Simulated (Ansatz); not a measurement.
input.yaml (Ansatz)

```yaml
crystal:
  lattice:
    - [1.7245129453, 0.0, 0.0]
    - [-0.8622564727, 1.4934720198, 0.0]
    - [0.0, 0.0, 21.3174729883]
  atoms:
    - { symbol: B, position: [1.0, 1.0, 0.0] }
    - { symbol: B, position: [1.0, 0.0, 0.5] }
    - { symbol: B, position: [0.3333333333, 0.6666666667, 0.25] }
    - { symbol: B, position: [0.6666666667, 0.3333333333, 0.75] }
hamiltonian:
  xc: rpbe
  pseudopotentials:
    kind: paw
    azcp:
      B: "pseudopotentials/B.paw.azcp"
basis:
  ecutwfc: 420
  fft_grid_basis: typed
kpoints:
  mp_grid: { grid: [27, 27, 2], shift: [0, 0, 0] }
magnetization:
  spin_polarized: false
scf:
  occupations: { method: fermi_dirac, width: 0.1 }
```

and its output:

```
Engine: ansatz 0.2.0, aarch64-unknown-linux-gnu
Pseudopotentials: kind: paw
Pseudopotential: B, paw, valence charge 3, recommended cutoff 420 eV (normal) 
Functional definition: RPBE
  parameter kappa = 0.804
  parameter beta = 0.06672455060314922
  exchange = rpbe_x(kappa = kappa, mu = beta*pi^2/3)
  correlation = pbe_c(beta = beta)
Crystal: 4 atoms, lattice volume = 54.903 Å³
Basis set: ecut = 420 eV, 1025 PW (Γ)
Bands: 10, of which v1, the nominal top of the filled ones, is band 6 counted from 1 (5 counted from 0)
Symmetry: 24 space group operations
Space group: P63/mmc (ITA 194), of the structure as read, at distance tolerance 3.8e-5 Å
k-points: 150 of 1458
Non-local potential: B, projectors of the file, l = 0: 2, l = 1: 2, l = 2: 1
PAW form: soft (Blöchl's): semilocal exchange-correlation on the pseudo side does not see the compensation charge
PAW frozen core: B, regenerated for the run's functional, and the local potential with it (the file was generated under x = pbe(κ = 0.804, μ = 0.2195149727645171), c = pbe(β = 0.06672455060314922))
PAW one-centre angular grid: B, 110 points (default); XC on 64 Gauss nodes
Initial density: superposition of atomic densities (neutral atoms: chi_scale 0, normalization atom), corrected by the library's trained network
Initial wavefunctions: pseudopotential atomic-orbital guess
Functional: x = rpbe, c = pbe(β = 0.06672455060314922)
SCF iter   1: F=—  HF=-625.344188 eV  |F-HF|=—  |Δ(HF+E_count)|=         —  Δρ=1.45e-2  dr2=1.32e-1  ethr=1.77e-3  ⟨swp⟩=5.9  Hψ=10532  notcnv=0
SCF iter   2: F=—  HF=-625.313641 eV  |F-HF|=—  |Δ(HF+E_count)|=   3.05e-2  Δρ=2.48e-3  dr2=2.86e-3  ethr=1.10e-3  ⟨swp⟩=3.0  Hψ=4022  notcnv=0  defer=8
SCF iter   3: F=—  HF=-625.313995 eV  |F-HF|=—  |Δ(HF+E_count)|=   3.54e-4  Δρ=2.25e-4  dr2=1.95e-5  ethr=2.39e-5  ⟨swp⟩=2.2  Hψ=2608  notcnv=0  defer=8
SCF iter   4: F=—  HF=-625.314018 eV  |F-HF|=—  |Δ(HF+E_count)|=   2.29e-5  Δρ=2.48e-5  dr2=3.33e-7  ethr=1.63e-7  ⟨swp⟩=2.3  Hψ=2477  notcnv=0  defer=8
iter 5 did not close the SCF: its close was put off for the readings that it lacked (scf_convergence_deferred on its scf_iter line)
SCF iter   5: F=-625.314018 eV  HF=-625.314018 eV  |F-HF|=6.54e-9  |Δ(HF+E_count)|=   2.44e-7  Δρ=1.54e-6  dr2=2.12e-9  ethr=2.78e-9  ⟨swp⟩=2.4  Hψ=2594  notcnv=0  defer=8
SCF iter   6: F=-625.314018 eV  HF=-625.314018 eV  |F-HF|=3.02e-11  |Δ(HF+E_count)|=   4.62e-9  Δρ=2.28e-7  dr2=2.58e-11  ethr=1.77e-11  ⟨swp⟩=1.0  Hψ=4743  notcnv=0
SCF 1 converged in 6 iterations: F = -625.314018 eV  dr2 = 2.58e-11
SCF converged after 6 iterations
Free energy (F): -625.314018 eV
Harris-Foulkes:  -625.314018 eV  (|F-HF|=3.02e-11)
Internal energy: -625.297551 eV  (E = F + TS)
E sigma→0 (E₀):  -625.305784 eV
Entropy (-TS):   -0.016467 eV (-4.117 meV/atom)
Fermi energy:    4.196022 eV
--- Per-component energies (eV) ---
  E_band       = -53.104954
  E_kinetic    = 201.418094
  E_local      = -564.013940  (includes V_loc(G=0)·N_el)
  E_nonlocal   = 40.622153
  E_hartree    = 215.051428
  E_xc         = -128.162990
  E_vxc        = -151.715245  (∫ρ·V_xc dr)
  E_paw        = -318.543364  (= ΣΔE_a)
  E_vpaw       = -9.518976  (= ΣTr[D̂ρ^β])
  E_aug_tail   = -0.000011  (compensation charges beyond the density's cutoff)
  E_ewald      = -71.626621
  E_core_change = -0.042299  (= ΣΔE_core)
  E_smearing   = -0.016467  (= −TS)
  E_closure    = -0.000000  (closes the sum)
  Σ components = -625.314018   (vs F -625.314018, Δ=0.00e0)
```

Command:

```sh
ansatz run input.yaml --threads 2 --pin off --max-ram 5120MiB --backend cpu --events-out ev --progress --plain --runs-dir out
```

On 2 threads of Arm Neoverse N1 (shared host) this took about 3.3 s of wall time and 6.3 s of CPU time.
